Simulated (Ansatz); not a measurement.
Runs of Ansatz 0.2.0 on Os. The structure is cubic, space group Fm-3m (No. 225). Conventional cell: a = 3.890 Å, b = 3.890 Å, c = 3.890 Å, α = 90.00°, β = 90.00°, γ = 90.00°. Os (site symmetry m-3m) is surrounded by 12 Os at 2.75 Å. This isn't the form of Os at room conditions, which is hcp.

```tsv
task	level	potentials or basis	cell	k mesh	cutoff (eV)	smearing	driver	points for each segment of the path	other keys	gap on the mesh (eV)	pressure (GPa)
band structure	PBEsol+D3(BJ)	JTH PAW	cell strained at random at fixed volume	9 × 9 × 9	600	cold 0.05 eV	chain	14	-	none	-26.9
projected density of states	RPBE+D4	Ansatz NC	cell strained at random at fixed volume	9 × 9 × 9	1007	fermi-dirac 0.15 eV	chain	-	-	none	-17.7
electron localisation function	LDA	PseudoDojo standard	cell strained at random at fixed volume	9 × 9 × 9	1007	fermi-dirac 0.15 eV	chain	-	basis.ecutrho_ratio = 4	none	-25.9
density of states	revPBE+D4	Ansatz PAW accurate	as given	8 × 8 × 8	700	tetrahedron	chain	-	hamiltonian.xc = revpbe; scf.occupations.width = left out; …	none	(a)
band structure	r2SCAN+D4	Ansatz PAW	as given	12 × 12 × 12	500	methfessel-paxton 0.05 eV	-	14	-	none	-19.3
```

Alike in all rows: no spin polarisation.

Q: Fill in the values left out.

A: (a) -17.3.

Caveats: pairwise dispersion overbinds metals, which lowers pressure and volume (some runs); spin-orbit coupling is left out, which moves the levels of the heavy elements (some runs); the potentials were made for another functional, which shifts forces and pressure (some runs); so large a pressure means that the cell lies far from this level's equilibrium, or that cutoff or potentials fall short (some runs); with tetrahedron occupations forces and stress needn't match the slope of the energy (some runs); the PAW data sets come from PBE, with cores solved anew for the run's functional, which leaves a small shift of forces and pressure (some runs).

A k mesh can miss the band edges, and the runs leave out spin-orbit coupling on Os.

A gap of «none» marks a metal or a gap under the smearing width.

The runs don't all hold the same shells in valence.
